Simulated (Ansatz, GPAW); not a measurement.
# A C3 chain between two Rh chains: relaxation, then transmission at several levels, part 2 of 3

Aim: the conductance of a C3 chain between two Rh chains after relaxation, and whether geometry, basis or functional moves it most.

GPAW 26.7.0 and Ansatz 0.2.0; Ansatz plane waves; relaxation of the junction with the lead ends held; PAW set soft_1 (the session's first sound run).

So far. Step 2 (Relaxing the atoms): The relaxation lowered the energy of the cell by 1.17 eV.

## (3) Plane-wave reference (PBE)

A plane-wave run comes first: its basis does not favour the atoms, so it serves as the reference for the orbital bases.

This step: Ansatz plane waves; Landauer transmission by layers, zero bias; PAW set soft_1 (Ansatz 0.2.0).

The input, input.yaml:

```yaml
crystal:
  lattice:
    - [9.0, 0.0, 0.0]
    - [0.0, 9.0, 0.0]
    - [0.0, 0.0, 40.6014]
  atoms:
    - { symbol: Rh, position: [0.5, 0.5, 0.0283241465] }
    - { symbol: Rh, position: [0.5, 0.5, 0.0849724394] }
    - { symbol: Rh, position: [0.5, 0.5, 0.1416207323] }
    - { symbol: Rh, position: [0.5, 0.5, 0.1982690252] }
    - { symbol: Rh, position: [0.5, 0.5, 0.2549173181] }
    - { symbol: Rh, position: [0.5, 0.5, 0.311565611] }
    - { symbol: Rh, position: [0.5280667555, 0.4750372831, 0.3681340717] }
    - { symbol: Rh, position: [0.4494157787, 0.5432548427, 0.4239313528] }
    - { symbol: C, position: [0.4886871222, 0.5084344546, 0.467921869] }
    - { symbol: C, position: [0.4988932687, 0.4986613577, 0.5000712854] }
    - { symbol: C, position: [0.5081193539, 0.4873763094, 0.5322102478] }
    - { symbol: Rh, position: [0.5399319104, 0.4453947362, 0.5761783476] }
    - { symbol: Rh, position: [0.4774990291, 0.5301006443, 0.6318723343] }
    - { symbol: Rh, position: [0.5, 0.5, 0.688434389] }
    - { symbol: Rh, position: [0.5, 0.5, 0.7450826819] }
    - { symbol: Rh, position: [0.5, 0.5, 0.8017309748] }
    - { symbol: Rh, position: [0.5, 0.5, 0.8583792677] }
    - { symbol: Rh, position: [0.5, 0.5, 0.9150275606] }
    - { symbol: Rh, position: [0.5, 0.5, 0.9716758535] }
kpoints:
  mp_grid: { grid: [1, 1, 2] }
hamiltonian:
  xc: pbe
  pseudopotentials: { kind: paw, azcp: { folder: soft_1 } }
scf:
  occupations: { method: fermi_dirac, width: 0.1 }
output:
  transmission:
    leads: [[0, 1]]
    e_range: [-2, 2]
    de: 0.025
    kmesh: [1, 1]
    reduced_basis: true
  write_potential: true
  write_density: true
  volumetric_format: npy
```

Run with:

```sh
> ansatz run input.yaml --threads 4 --pin off --max-ram 8192MiB --backend cpu --events-out ev --progress --plain --runs-dir out
```

Numbers of over 12 decimals in the logs are rounded to 6 here.

Output:

```text
[...]
Crystal: 19 atoms, lattice volume = 3288.713 Å³
Basis set: ecut = 420 eV, 64147 PW (Γ)
Bands: 171, of which v1, the nominal top of the filled ones, is band 142 counted from 1 (141 counted from 0)
Symmetry: 1 space group operations
[...]
k-points: 2
[...]
SCF iter   1: F=—  HF=-103152.318322 eV  |F-HF|=—  |Δ(HF+E_count)|=         —  Δρ=3.11e-2  dr2=4.76e1  ethr=3.10e-3  ⟨swp⟩=6.0  Hψ=1281  notcnv=0
[...]
SCF iter  12: F=-103144.528585 eV  HF=-103144.528585 eV  |F-HF|=4.37e-8  |Δ(HF+E_count)|=   3.87e-8  Δρ=8.82e-7  dr2=6.55e-8  ethr=3.52e-11  ⟨swp⟩=15.5  Hψ=1079  notcnv=0
SCF 1 converged in 12 iterations: F = -103144.528585 eV  dr2 = 6.55e-8
[...]
transmission: 51 of 306 steps passed
transmission: 102 of 306 steps passed
[...]
transmission: 306 of 306 steps passed
WARN: The output density's exchange-correlation potential varies sharply where the density is thin. Do not read a vacuum level from v_tot or v_xc, or from such a field of the output density. On a cell that repeats whose density bears no net charge and no dipole along the vacuum's axis use v_es (v_loc + v_h of the components); under efield.dipole_correction with no amplitude use v_es + v_field, which holds any externa [...]
SCF converged after 12 iterations
Free energy (F): -103144.528585 eV
[...]
Internal energy: -103142.951118 eV  (E = F + TS)
E sigma→0 (E₀):  -103143.739851 eV
Entropy (-TS):   -1.577466 eV (-83.025 meV/atom)
Fermi energy:    -3.369110 eV
[...]
--- Band table (eV) ---
  k-point 0: bands = [... 138 lower, -3.5132, -3.4900, -3.4714, -3.4713, -3.4175, -3.2949, -3.2706, -3.1778, ... 25 higher]
  k-point 1: bands = [... 138 lower, -3.5199, -3.4795, -3.4726, -3.4698, -3.4238, -3.3670, -3.3434, -3.2152, ... 25 higher]
--- Transmission ---
  basis      : 717 plane waves across, 51 finite elements along
  points     : 1, standing for a mesh of 1 x 1
  filling    : by the input's occupations and mesh, since the crystals that have channels conduct as metals do. If one of these is a semiconductor, that mesh has misplaced its level
  energies   : 161 from -2.000000 to 2.000000 eV about the Fermi level, 0.025000 eV apart; the leads are filled to 0.000000 eV, and channels, transmission and decay are at 0.000000 eV
  crystal 0  : Rh1, at the sites [0, 1], period 2.3000 Å, over 27.60 Å; its Hamiltonian steps by up to 6.6 meV
    offset         : up to 0.0000 Å between an atom of the period and one for which it stands
    filled         : 69.6 meV over the level at which it is neutral
    channels       : 4.000000e0 a spin
    conductance    : 3.8897e14 S/m² at 300 K; may be off by some 0.0 % by where its bands' edges are placed, 14.9 % from the distance to neutral
  junction   : crystal 0 to crystal 0, 0.70 to 39.00 Å
    transmission   : 8.479747e-1 a spin
    error estimate : 1.659403e-4 a spin from the reduction of the transverse basis, at the most 4.861205e-3 at -1.175000 eV
    conductance    : 8.2298e13 S/m² at 300 K (8.2315e13 on every other energy)
    error estimate : 0.0 % from the energy spacing and 0.0 % from band edges of the leads and from resonances (wavevectors taken as independent; lower de), 0.0 % from the reduction of the transverse basis, 4.2 % from the steps of its leads' Hamiltonians or their offsets (lay more layers), 26.8 % from the distance to neutral
    resistance     : 9.5801e-3 Ω µm² beyond half of each lead's own
```

The job ended after 2.7 min (4 threads of Arm Neoverse V1, shared host; peak memory 5.1 GiB).

The column dr2 measures how far the density is from self-consistency, as an energy; F and HF (Harris–Foulkes) agree once it is small.

This step gave:

* free energy: -103144.5286 eV
* lead level: 0 eV from the Fermi level
* transmission at the Fermi level (one spin): 0.8480
* open channels of the lead at the Fermi level (one spin): 4
* step of the potential along the lead: 6.6 meV
* offset of the lead: 0 Å
* filling of the lead less its bulk value, in size: 69.6 meV
* conductance: 0.8604 G₀

One spin. The transmission, zone mean by energy, zero at the Fermi level:

```csv
energy (eV),"transmission, zone mean"
-2.000,1.58
-1.900,1.65
-1.800,1.73
-1.700,1.83
-1.600,1.91
-1.500,1.98
-1.400,2.01
-1.300,2.03
-1.200,2.02
-1.100,2.03
-1.000,2.03
-0.925,2.04
-0.900,2.02
-0.800,2.03
-0.700,1.95
-0.600,1.40
-0.500,1.06
-0.400,1.05
-0.300,1.20
-0.200,1.26
-0.100,1.32
0.000,0.848
0.100,0.631
0.200,0.501
0.300,0.431
0.400,0.387
0.500,0.354
0.600,0.328
0.700,0.308
0.800,0.291
0.900,0.275
1.000,0.219
1.100,0.162
1.200,0.115
1.300,0.211
1.400,0.699
1.425,0.961
1.500,0.251
1.600,0.0110
1.700,6.6e-5
1.800,0.00151
1.900,0.00439
2.000,0.00715
```

One spin. Table of open channels, zone mean by energy, zero at the Fermi level:

energy (eV), open channels, zone mean and a bar from the least value:
```
   -2.000       3.00 ############
   -1.800       3.00 ############
   -1.600       3.00 ############
   -1.400       3.00 ############
   -1.200       5.00 ########################
   -1.000       5.00 ########################
   -0.800       6.00 ##############################
   -0.600       6.00 ##############################
   -0.400       6.00 ##############################
   -0.200       6.00 ##############################
    0.000       4.00 ##################
    0.200       4.00 ##################
    0.400       4.00 ##################
    0.600       4.00 ##################
    0.800       4.00 ##################
    1.000       3.00 ############
    1.200       1.00 
    1.400       1.00 
    1.600       1.00 
    1.800       1.00 
    2.000       1.00
```

Crystal 0, spin -, k parallel (0, 0); distinct values, listed up to 1.5 1/Å. Im kz of the slowest decaying states against energy, zero at the Fermi level:

```csv
energy (eV),decay 1 (Å⁻¹),decay 2 (Å⁻¹),decay 3 (Å⁻¹),decay 4 (Å⁻¹)
-2.000,0.594,0.687,0.688,1.31
-1.800,0.538,0.598,0.599,1.29
-1.600,0.475,0.486,0.487,1.27
-1.400,0.326,0.327,0.403,1.25
-1.200,0.314,1.23,1.23,1.27
-1.000,0.186,1.21,1.21,1.25
-0.800,1.19,1.19,1.23,1.34
-0.600,1.17,1.17,1.21,1.32
-0.400,1.14,1.19,1.30,1.43
-0.200,1.12,1.12,1.16,1.28
0.000,0.223,0.223,1.10,1.14
0.200,0.391,0.391,1.08,1.12
0.400,0.495,0.495,1.05,1.09
0.600,0.572,0.572,1.03,1.07
0.800,0.634,0.634,1.00,1.00
1.000,0.0617,0.685,0.981,0.981
1.200,0.0386,0.0413,0.185,0.729
1.400,0.114,0.115,0.253,0.767
1.600,0.149,0.149,0.304,0.801
1.800,0.170,0.170,0.346,0.830
2.000,0.181,0.182,0.382,0.857
```

Crystal 0, spin -, k parallel (0, 0). The Re kz of states that move upwards by energy, zero at the Fermi level:

```csv
energy (eV),channel 1 (Å⁻¹),channel 2 (Å⁻¹),channel 3 (Å⁻¹),channel 4 (Å⁻¹),channel 5 (Å⁻¹),channel 6 (Å⁻¹)
-2.0000,-0.720,-0.719,0.679,-,-,-
-1.7500,-0.668,-0.667,0.710,-,-,-
-1.5000,-0.618,-0.617,0.741,-,-,-
-1.2500,-0.569,-0.569,0.774,-,-,-
-1.0000,-0.522,-0.522,0.435,0.436,0.808,-
-0.7500,-0.476,-0.475,0.211,0.643,0.643,0.844
-0.5000,-0.429,-0.429,0.351,0.831,0.832,0.883
-0.2500,-0.383,-0.382,0.448,0.925,1.05,1.05
0.0000,-0.336,-0.335,0.525,0.972,-,-
0.2500,-0.287,-0.287,0.590,1.03,-,-
0.5000,-0.236,-0.235,0.646,1.09,-,-
0.7500,-0.180,-0.179,0.696,1.18,-,-
1.0000,-0.110,-0.109,0.740,-,-,-
1.2500,0.779,-,-,-,-,-
1.5000,0.815,-,-,-,-,-
1.7500,0.849,-,-,-,-,-
2.0000,0.880,-,-,-,-,-
```

The electrostatic potential energy of an electron (with the applied field's), less the Fermi level, planar mean oscillates, so the rows of the table below give means over windows of 2.26 Å about each position, cut where the curve ends. Its first 14 maxima inside the range that stand out by 2 % of the span (Å: eV): 2.3: 4.89, 4.7: 4.88, 6.9: 4.89, 9.2: 4.88, 11.6: 4.87, 13.8: 4.87, 16.1: 4.73, 18.3: 5.00, 19.6: 4.98, 21.0: 4.98, 22.3: 5.00, 24.5: 4.73, 26.8: 4.87, 29.0: 4.87. Its first 14 minima: 1.1: 3.07, 3.4: 3.08, 5.8: 3.07, 8.0: 3.06, 10.3: 3.07, 12.7: 3.04, 14.9: 3.01, 17.2: 3.08, 19.0: 4.35, 20.3: 4.42, 21.6: 4.35, 23.4: 3.08, 25.7: 3.00, 27.9: 3.04.

Electrostatic potential energy of an electron (with the applied field's), less the Fermi level, planar mean against z; means over each step:

```csv
z (Å),"electrostatic potential energy of an electron (with the applied field's), less the Fermi level, planar mean (eV)"
1.13,3.97
3.39,3.97
5.65,3.97
7.91,3.97
10.17,3.97
12.43,3.95
14.69,3.92
16.95,3.95
19.21,4.69
21.47,4.70
23.73,3.94
25.99,3.93
28.25,3.96
30.51,3.97
32.77,3.97
35.03,3.97
37.29,3.97
39.55,3.88
```

The valence density, planar mean oscillates, so the rows of the table below give means over windows of 2.26 Å about each position, cut where the curve ends. Its first 14 maxima inside the range that stand out by 2 % of the span (Å: e/Å³): 1.1: 0.199, 3.4: 0.196, 5.8: 0.198, 8.0: 0.199, 10.3: 0.197, 12.7: 0.198, 14.9: 0.198, 17.2: 0.198, 20.6: 0.0393, 23.4: 0.198, 25.7: 0.198, 27.9: 0.198, 30.3: 0.197, 32.6: 0.199. Its first 14 minima: 2.3: 0.0221, 4.7: 0.0221, 6.9: 0.0218, 9.2: 0.0220, 11.6: 0.0223, 13.8: 0.0222, 16.1: 0.0205, 18.2: 0.0304, 22.4: 0.0304, 24.5: 0.0205, 26.8: 0.0222, 29.0: 0.0223, 31.4: 0.0220, 33.7: 0.0218.

The valence density, planar mean by z; means over each step:

```csv
z (Å),"valence density, planar mean (e/Å³)"
1.13,0.0925
3.39,0.0925
5.65,0.0925
7.91,0.0924
10.17,0.0924
12.43,0.0923
14.69,0.0927
16.95,0.0924
19.21,0.0366
21.47,0.0366
23.73,0.0924
25.99,0.0926
28.25,0.0922
30.51,0.0923
32.77,0.0924
35.03,0.0924
37.29,0.0924
39.55,0.1000
```

The largest of the program's own error estimates on the conductance is 27 %. T at the Fermi level is 0.848 of 4 open channels a spin.

## (4) GPAW, dzp

Localised orbitals split the wire into layers that couple to their neighbours alone, which is what the Green's function method needs; double zeta with polarisation is the usual level for numbers.

This step: GPAW LCAO, PAW setups; Landauer transmission from Green's functions with principal layers (ASE), zero bias (GPAW 26.7.0).

The input, run.py:

```python
import json
import numpy as np
from ase import Atoms
from ase.transport.calculators import TransportCalculator
from gpaw import GPAW, FermiDirac
from gpaw.lcao.tools import get_lcao_hamiltonian
from scipy.linalg import eigh

# The junction with lead layers at both ends, along the third cell vector
device = Atoms(
    ['Rh', 'Rh', 'Rh', 'Rh', 'Rh', 'Rh', 'Rh', 'Rh', 'C', 'C', 'C', 'Rh', 'Rh', 'Rh', 'Rh', 'Rh', 'Rh', 'Rh', 'Rh'],
    positions=[
        [4.50000, 4.50000, 1.15000],
        [4.50000, 4.50000, 3.45000],
        [4.50000, 4.50000, 5.75000],
        [4.50000, 4.50000, 8.05000],
        [4.50000, 4.50000, 10.35000],
        [4.50000, 4.50000, 12.65000],
        [4.75260, 4.27534, 14.94676],
        [4.04474, 4.88929, 17.21221],
        [4.39818, 4.57591, 18.99828],
        [4.49004, 4.48795, 20.30359],
        [4.57307, 4.38639, 21.60848],
        [4.85939, 4.00855, 23.39365],
        [4.29749, 4.77091, 25.65490],
        [4.50000, 4.50000, 27.95140],
        [4.50000, 4.50000, 30.25140],
        [4.50000, 4.50000, 32.55140],
        [4.50000, 4.50000, 34.85140],
        [4.50000, 4.50000, 37.15140],
        [4.50000, 4.50000, 39.45140]],
    cell=[[9.0, 0.0, 0.0], [0.0, 9.0, 0.0], [0.0, 0.0, 40.6014]],
    pbc=True)

# One principal layer of the lead: the first 5 atoms of the device
lead = Atoms(
    ['Rh', 'Rh', 'Rh', 'Rh', 'Rh'],
    positions=[
        [4.50000, 4.50000, 1.15000],
        [4.50000, 4.50000, 3.45000],
        [4.50000, 4.50000, 5.75000],
        [4.50000, 4.50000, 8.05000],
        [4.50000, 4.50000, 10.35000]],
    cell=[[9.0, 0.0, 0.0], [0.0, 9.0, 0.0], [0.0, 0.0, 11.5]],
    pbc=True)

settings = dict(mode='lcao', basis='dzp', xc='PBE', h=0.2,
                occupations=FermiDirac(0.1), maxiter=250,
                mixer=dict(beta=0.1, nmaxold=8, weight=100.0),
                convergence=dict(density=0.0001))
energies = np.arange(-2, 2 + 1e-9, 0.025)
eta = 0.0001
n1, n2 = 1, 1
# k and -k transmit alike, so half of the mesh across the current serves
mesh = [(i, j) for i in range(n1) for j in range(n2) if (i, j) <= (-i % n1, -j % n2)]
weights = np.array([1 if (i, j) == (-i % n1, -j % n2) else 2 for i, j in mesh]) / (n1 * n2)

# [... helper functions left out ...]
fermi_lead = ground_state(lead, (1, 1, 10), 'lead.txt')
fermi_device = ground_state(device, (1, 1, 2), 'device.txt')
# [... loop over the mesh left out, but for ...]
        # Shift the lead onto the potential of the device's first layer
        shift = ((H[:, 0, 0] - H0[:, 0, 0]) / S0[0, 0]).real.mean()
# [...]
kT = 8.617333e-5 * 300
bias = [0.1, 0.2, 0.5, 1.0, 1.5, 2.0]
# [... integrals and printing left out ...]
```

Run with:

```sh
> OMP_NUM_THREADS=1 OPENBLAS_NUM_THREADS=1 python run.py
```

Output:

```text
basis functions: device 471, principal layer 135
Fermi level: lead -3.7264 eV, device -3.7908 eV; lead shifted by -0.0016 eV
largest coupling past the next layer 2.07e-04 eV, largest misfit of the first layer 0.076 eV
  E-E_F (eV)   T (one spin)  [channel counts left out]
    -2.000    1.6030e+00
    -1.975    1.6143e+00
    -1.950    1.6276e+00
    -1.925    1.6427e+00
    -1.900    1.6594e+00
    -1.875    1.6776e+00
    -1.850    1.6971e+00
    -1.825    1.7177e+00
    -1.800    1.7392e+00
    -1.775    1.7613e+00
    -1.750    1.7838e+00
    -1.725    1.8064e+00
    -1.700    1.8288e+00
    -1.675    1.8507e+00
    -1.650    1.8718e+00
    -1.625    1.8919e+00
[...]
1.825    3.9188e-03
     1.850    4.6530e-03
     1.875    5.3755e-03
     1.900    6.0828e-03
     1.925    6.7730e-03
     1.950    7.4456e-03
     1.975    8.1008e-03
     2.000    8.7394e-03
conductance at 300 K: 0.84831 G0 a cell; thermopower 30.39 uV/K
current from the zero-bias T(E) at 0.1 V: 6.6409 uA
current from the zero-bias T(E) at 0.2 V: 13.412 uA
current from the zero-bias T(E) at 0.5 V: 32.15 uA
current from the zero-bias T(E) at 1.0 V: 57.955 uA
current from the zero-bias T(E) at 1.5 V: 97.431 uA
current from the zero-bias T(E) at 2.0 V: 141.39 uA
```

The job ended after 5.9 min (1 thread; peak memory 1.6 GiB).

This step gave:

| Item | Value |
| --- | --- |
| conductance | 0.8483 G₀ |
| largest coupling past the next principal layer | 2.07e-4 eV |
| largest misfit of the first principal layer | 0.07635 eV |
| shift that aligns the lead | -0.001623 eV |
| basis functions of the junction | 471 |
| basis functions of a principal layer | 135 |
| transmission at the Fermi level (one spin) | 0.7977 |

One spin. The transmission, zone mean by energy, zero at the Fermi level:

energy (eV), transmission, zone mean and a bar:
```
   -2.000       1.60 ########################
   -1.800       1.74 ##########################
   -1.600       1.91 ############################
   -1.400       2.00 #############################
   -1.200       2.01 ##############################
   -1.000       2.03 ##############################
   -0.825       2.03 ##############################
   -0.800       2.03 ##############################
   -0.600       1.75 ##########################
   -0.400       0.85 ############
   -0.200       1.10 ################
   -0.050       1.22 ##################
    0.000       0.80 ############
    0.200       0.48 #######
    0.400       0.38 ######
    0.600       0.32 #####
    0.800       0.28 ####
    1.000       0.16 ##
    1.200       0.16 ##
    1.375       0.99 ###############
    1.400       0.80 ############
    1.500       0.44 ######
    1.600       0.00 
    1.800       0.00 
    2.000       0.01
```

Not self-consistent under bias; the bias window is split evenly. The current through one cell, from the zero-bias transmission by bias:

```csv
bias (V),"current through one cell, from the zero-bias transmission (μA)"
0.100,6.64
0.200,13.4
0.500,32.2
1.000,58.0
1.500,97.4
2.000,141
```

The transmission of the three most open eigenchannels by energy, zero at the Fermi level:

```csv
energy (eV),channel 1,channel 2,channel 3
-2.000,0.977,0.624,0.00208
-1.800,0.983,0.752,0.00409
-1.600,0.989,0.913,0.00811
-1.400,0.998,0.985,0.0164
-1.200,0.998,0.980,0.0350
-1.000,0.997,0.994,0.0374
-0.800,0.997,0.997,0.0396
-0.600,0.875,0.844,0.0308
-0.400,0.420,0.393,0.0344
-0.200,0.634,0.416,0.0517
0.000,0.427,0.207,0.163
0.200,0.298,0.0995,0.0784
0.400,0.278,0.0797,0.0234
0.600,0.248,0.0685,0.00855
0.800,0.220,0.0583,0.00296
1.000,0.129,0.0287,3.0e-4
1.200,0.160,1.1e-8,2.8e-11
1.400,0.795,1.1e-8,3.1e-12
1.600,0.00155,9.6e-9,0
1.800,0.00318,1.2e-8,0
2.000,0.00874,1.1e-8,0
```

At the Fermi level T is 0.798 against 0.848 in plane waves. Couplings past the next layer reach 2.1e-4 eV, small enough to drop; the matrix elements of the cell's first layer differ from the bulk lead's by up to 0.076 eV. That layer keeps its own values in the calculation, and only beyond it is the lead taken as perfect. The Fermi levels of lead and junction count from different zeros of potential, one for each periodic cell; with both set to zero, the small remaining shift is what aligns them. By hand: G = 0.8483 × 77.48 μS = 65.7 μS, a resistance of 15.2 kΩ; at 0.1 V a linear junction would pass 6.57 μA, and the integral over the bias window gives 6.64 μA.

## (5) Single-zeta polarised basis

One radial function a shell plus polarisation makes the matrices smaller; the question is what that costs.

Changes to run.py since step 4:

```diff
@@ -46,3 +46,3 @@
 
-settings = dict(mode='lcao', basis='dzp', xc='PBE', h=0.2,
+settings = dict(mode='lcao', basis='szp(dzp)', xc='PBE', h=0.2,
                 occupations=FermiDirac(0.1), maxiter=250,
```

Output:

```text
basis functions: device 267, principal layer 75
Fermi level: lead -3.6290 eV, device -3.7974 eV; lead shifted by -0.0000 eV
largest coupling past the next layer 2.08e-04 eV, largest misfit of the first layer 0.088 eV
  E-E_F (eV)   T (one spin)  [channel counts left out]
    -2.000    1.6026e+00
    -1.975    1.6206e+00
    -1.950    1.6404e+00
[...]
1.975    8.1818e-03
     2.000    8.5874e-03
conductance at 300 K: 0.87935 G0 a cell; thermopower 25.81 uV/K
current from the zero-bias T(E) at 0.1 V: 6.8392 uA
current from the zero-bias T(E) at 0.2 V: 13.656 uA
current from the zero-bias T(E) at 0.5 V: 31.86 uA
current from the zero-bias T(E) at 1.0 V: 54.219 uA
current from the zero-bias T(E) at 1.5 V: 87.763 uA
current from the zero-bias T(E) at 2.0 V: 131.48 uA
```

It took 3.4 min on 1 thread; peak memory 1.5 GiB.

This step gave:

```
conductance                                    : 0.8794 G₀
largest coupling past the next principal layer : 2.08e-4 eV
largest misfit of the first principal layer    : 0.08830 eV
shift that aligns the lead                     : -2.08e-5 eV
basis functions of the junction                : 267
basis functions of a principal layer           : 75
transmission at the Fermi level (one spin)     : 0.8527
```

One spin. The transmission, zone mean by energy, zero at the Fermi level:

```csv
energy (eV),"transmission, zone mean"
-2.000,1.60
-1.900,1.68
-1.800,1.78
-1.700,1.88
-1.600,1.95
-1.500,1.98
-1.400,1.98
-1.300,1.97
-1.200,1.97
-1.100,2.01
-1.075,2.01
-1.000,2.00
-0.900,2.01
-0.800,2.00
-0.700,1.86
-0.600,1.25
-0.500,0.746
-0.400,0.678
-0.300,0.808
-0.200,1.05
-0.100,1.14
-0.050,1.16
0.000,0.853
0.100,0.603
0.200,0.472
0.300,0.414
0.400,0.381
0.500,0.356
0.600,0.337
0.700,0.323
0.800,0.311
0.900,0.245
1.000,0.181
1.100,0.154
1.200,0.489
1.250,0.991
1.300,0.377
1.400,0.0157
1.500,4.9e-4
1.600,6.8e-4
1.700,0.00281
1.800,0.00497
1.900,0.00689
2.000,0.00859
```

The conductance, 0.879 G₀, lies 3.7 % above that of the dzp run.

(Continued in part 3 of 3.)

[Logs are printed without paths, hosts, clocks, repeated set-up lines and the standing remarks that a program may print on its own settings, such as how far it seeks lower states.]

[Hosts, paths, dates, database ids (printed as entryN), source tags and the programs' standing remarks are cut or masked in the printed files.]
